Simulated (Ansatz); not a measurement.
What does this script print? It uses Ansatz's Python interface.

The script, `dfpt_gasb.py`:
```python
"""Zone-centre and zone-boundary phonons of GaSb by linear response."""

from pathlib import Path

import ansatz as az
import numpy as np

lattice = az.Lattice.of(
    (-2.753434, 2.753434, 1.590707),
    (2.753434, -2.753434, 1.590707),
    (2.753434, 2.753434, -1.590707),
)
sites = [
    ("Ga", (0.25, 0.75, 0.5)),
    ("Sb", (0.0, 0.0, 0.0)),
]
gasb = az.Crystal(lattice=lattice)
for symbol, position in sites:
    gasb = gasb.atom(symbol, position)

job = (
    gasb.calculation()
    .functional("pbesol")
    .pseudopotentials("paw")
    .basis(38 * az.Ry)
    .occupations("fermi_dirac", width=0.05)
    .kpoints(6, 6, 6)
    .phonons("dfpt", points=[(0, 0, 0), (0, 0, 0.5), (0.5, 0, 0)])
)
out = job.run(runs_dir="runs")
ph = out.phonons

for q in ph.qpoints:
    print("q =", np.round(q.q_frac, 3), "1/cm:", " ".join(f"{w:.1f}" for w in q.omega_inv_cm))
```

Running `python dfpt_gasb.py` prints:
```text
q = [0. 0. 0.] 1/cm: -24.8 -0.0 0.0 0.0 137.1 137.1
q = [0.  0.  0.5] 1/cm: 29.6 34.8 86.0 93.3 130.3 134.0
q = [0.5 0.  0. ] 1/cm: -3.8 48.2 73.6 102.4 126.3 143.1
```

Reading the output:
- The cell isn't relaxed first, so the values belong to this volume.
- The mesh is modest for a metal, so energies can be off by several to tens of meV an atom and pressures by half a GPa or more; differences at equal mesh fare better.
- A negative frequency stands for an imaginary mode.
- No non-analytic term is added, so at the zone centre the longitudinal optical modes of a polar crystal aren't split off.
- The structure comes from a database of computed cells and needn't be a stable or known phase.
- The structure is taken as given; imaginary modes can come from an unrelaxed or unstable start.
- Finished in 110 s on 1 thread of Arm Neoverse V1, with other jobs on the host, peak memory 0.66 GiB.
